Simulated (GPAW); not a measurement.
Crystal: Pm.

```
Pm
1.0
     0.00000    2.58417    2.58417
     2.58417    0.00000    2.58417
     2.58417    2.58417    0.00000
Pm
1
Direct
  0.00000 0.00000 0.00000
```

This isn't the form of Pm at room conditions, which is double hcp.

Base run:

```yaml
Program: GPAW 26.7.0
Functional: PBE
Potentials_or_basis: GPAW PAW data sets (gpaw-data 1.2.1)
Cutoff: 800 eV
Basis: pw
k_mesh: 7 × 7 × 7
Occupations: fermi-dirac, width 0.05 eV
Spin: collinear spin, ferromagnetic start
Starting_moments: "[4.0] μB"
```

Its results: pressure 1.1 GPa; net moment 5.40 μB per cell.

Question: The run is repeated on the same cell with these changes: spin from collinear spin, ferromagnetic start to collinear spin, zero start, spin-orbit coupling; moments at the start from [4.0] to [0.0]. What comes out?

Answer: Pressure -5.4 GPa; net moment 0.00 μB per cell.

Caveats: one-centre terms of the f shell are cut off; the magnetic or orbital state may not be the lowest; the run has no moments, though such compounds are often magnetic (some runs); a magnetic state may lie lower (some runs); spin-orbit coupling was added after a scalar SCF, so levels and gaps hold it while energy, forces, pressure and moments don't (some runs).
